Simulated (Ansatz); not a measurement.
Relaxing NaCl

Theory: Ansatz 0.2.0, DFT PBE, scalar-relativistic, plane waves, PAW. Cutoff 420 eV, Γ-centred k mesh, Gaussian smearing, no spin polarisation in the final step.

NaCl was placed on the CuPt (L1_1) structure type (R-3m, No. 166), with Na in place of Cu, Cl in place of Pt, at a guessed volume.

```xyz
2
Lattice="1.5738 0.9086 5.0128 -1.5738 0.9086 5.0128 0.0000 -1.8172 5.0128" Properties=species:S:1:pos:R:3 pbc="T T T"
Na    0.0000    0.0000    0.0000
Cl    0.0000    0.0000    7.5191
```

Cell and atoms relax at zero pressure; the relaxation can't lower the symmetry of the start.

Formation energies are uncorrected and refer to the elements' standard structures at the same level (Cl₂ as a molecule).

Problem. What does it relax into?

Solution. It ends in Fm-3m (No. 225). The result has the rock salt structure. Conventional cell: a = 5.696 Å. Na has 6 Cl at 2.85 Å; Cl is coordinated by 6 Na at 2.85 Å.

```cif
data_structure
_symmetry_space_group_name_H-M 'Fm-3m'
_symmetry_Int_Tables_number 225
_cell_length_a 5.6963
_cell_length_b 5.6963
_cell_length_c 5.6963
_cell_angle_alpha 90.000
_cell_angle_beta 90.000
_cell_angle_gamma 90.000
_cell_volume 184.83
loop_
_atom_site_label
_atom_site_type_symbol
_atom_site_symmetry_multiplicity
_atom_site_Wyckoff_symbol
_atom_site_fract_x
_atom_site_fract_y
_atom_site_fract_z
_atom_site_occupancy
Na1 Na 4 a 0.00000 0.00000 0.00000 1
Cl1 Cl 4 b 0.50000 0.00000 0.00000 1
```

Problem. What are its volume, energy, density and gap?

Solution. The volume per atom is 23.10 Å³ and the density is 2.10 g/cm³. The energy over the elements is -1.847 eV/atom. The gap on the 6×6×6 mesh is 4.99 eV.

The final run used a 6×6×6 mesh on its 2-atom cell and 0.02 eV smearing. A structure relaxed within its symmetry needn't be a true minimum.

Cost: 3 runs of about 7.6 core-minutes in all, on Arm Neoverse V2 (shared hosts).